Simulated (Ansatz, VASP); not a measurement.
Two plane-wave programs on SiC

File POSCAR:

```
SiC
1.0
    0.0000000000      2.2501458830      2.2501458830
    2.2501458830      0.0000000000      2.2501458830
    2.2501458830      2.2501458830      0.0000000000
Si C
1 1
Direct
    0.0000000000      0.0000000000      0.0000000000
    0.2500000000      0.2500000000      0.2500000000
```

INCAR.step1

```
ALGO = Normal
EDIFF = 1E-4
ENCUT = 520
GGA = PE
ISMEAR = 0
LASPH = True
LCHARG = False
LREAL = False
LWAVE = True
NBANDS = 11
NELM = 60
PREC = Accurate
SIGMA = 0.01
```

The input INCAR.step2:

```
ALGO = Normal
EDIFF = 1E-6
ENCUT = 520
ISIF = 2
ISMEAR = 0
ISTART = 1
LASPH = True
LCHARG = False
LMIXTAU = True
LREAL = False
LWAVE = False
METAGGA = R2SCAN
NBANDS = 11
NELM = 60
PREC = Accurate
SIGMA = 0.01
```

File KPOINTS:

```
k-points
0
Gamma
  10 10 10
```

Input for Ansatz:

```yaml
crystal:
  lattice:
    - [0.0, 2.250145883, 2.250145883]
    - [2.250145883, 0.0, 2.250145883]
    - [2.250145883, 2.250145883, 0.0]
  atoms:
    - { symbol: Si, position: [0.0, 0.0, 0.0] }
    - { symbol: C, position: [0.25, 0.25, 0.25] }
kpoints:
  mp_grid: { grid: [10, 10, 10] }
  band_path:
    path:
      - [0.0, 0.0, 0.0]
      - [-0.5, -0.5, 0.0]
      - [-0.375, -0.375, 0.25]
      - [-0.375, 0.0, 0.375]
      - [0.0, 0.0, 0.5]
      - [-0.5, -0.25, 0.25]
      - [0.0, 0.5, 0.5]
    npoints: 1
hamiltonian:
  xc: r2scan
scf:
  occupations: { method: fixed }
  n_extra_bands: 4
output:
  forces: true
  stress: true
  eigenvalues: true
```

Change from the starting cell: hydrostatic strain +3.3%.

Alike in both runs: task single point; functional r2SCAN; k mesh 10 × 10 × 10; no spin polarisation.

|  | VASP | Ansatz |
| --- | --- | --- |
| version | VASP 6.6.1 | Ansatz 0.2.0 |
| potentials or method | VASP PAW PBE potentials, release 64 (Si, C) | plane waves, PAW |
| plane-wave cutoff (eV) | 520 | 500 |
| occupations | gaussian, width 0.01 eV | fixed |
| valence electrons in the cell | 8 | 8 |

|  | VASP | Ansatz | Ansatz less VASP |
| --- | --- | --- | --- |
| gap on the k mesh at the Fermi level (eV) | 1.78 | 1.77 | -0.009 |
| pressure (GPa) | -18.4 | -18.3 | +0.11 |

Caveats: so large a pressure means that the cell lies far from this level's equilibrium, or that cutoff or potentials fall short (VASP); the potentials were made for another functional, which shifts forces and pressure (VASP). A k mesh can miss the band edges.
